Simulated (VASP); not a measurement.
A run of VASP 6.6.1 is set up as follows.

INCAR

```
SYSTEM = SnS2
  PREC = Accurate
  ENCUT = 600
  EDIFF = 1E-7
  ISMEAR = 0
  SIGMA = 0.03
  LREAL = .False.
  LASPH = .True.
  NELM = 80
  ALGO = Normal
  ISIF = 3
  LWAVE = .False.
  LCHARG = .False.
  METAGGA = R2SCAN
  LMIXTAU = .True.
  LUSE_VDW = .True.
  IVDW_NL = 2
  BPARAM = 11.95
  CPARAM = 0.0093
  IBRION = 2
  NSW = 90
  EDIFFG = -0.005
```

KPOINTS

```
regular mesh
0
Gamma
  9 9 5
  0 0 0
```

File POSCAR:

```
SnS2                                    
1.0
    3.6605226263     -0.0000000000     -0.0000000000
   -1.8302613131      3.1701055810      0.0000000000
    0.0000000000     -0.0000000000      5.9770905162
  Sn              S             
     1     2
Direct
     0.0000000000000000    0.0000000000000000    0.0000000000000000
     0.3333333300000021    0.6666666699999979    0.2451201794888709
     0.6666666699999979    0.3333333300000021    0.7548798205111290
```

Potentials or basis: VASP PAW PBE potentials, release 64 (Sn_d, S).

The run is started by

```sh
$ cat potpaw_PBE.64/Sn_d/POTCAR potpaw_PBE.64/S/POTCAR > POTCAR
$ mpirun -np 1 vasp_std > vasp.out
```

Problem. Estimate the band gap on the k mesh.

Solution. 1.80 eV, indirect (least direct gap 2.22 eV).

Problem. Predict the relaxed cell.

Solution. a = 3.662 Å, b = 3.662 Å, c = 5.973 Å, α = 90.00°, β = 90.00°, γ = 120.00°.

Problem. Predict the relaxed volume.

Solution. 23.12 Å³/atom.

Problem. Estimate the space group after relaxing (to 0.05 Å).

Solution. P-3m1 (No. 164).

Forces on the atoms (eV/Å):
```
Sn   0.000  0.000  0.000
S    0.000  0.000  0.005
S    0.000  0.000 -0.005
```

Caveat: the PAW data sets were made with another functional, which shifts forces and pressure a little; spin-orbit coupling is left out, which moves the levels of the heavy elements; an odd mesh through Γ misses points on the zone boundary, where band edges often lie.
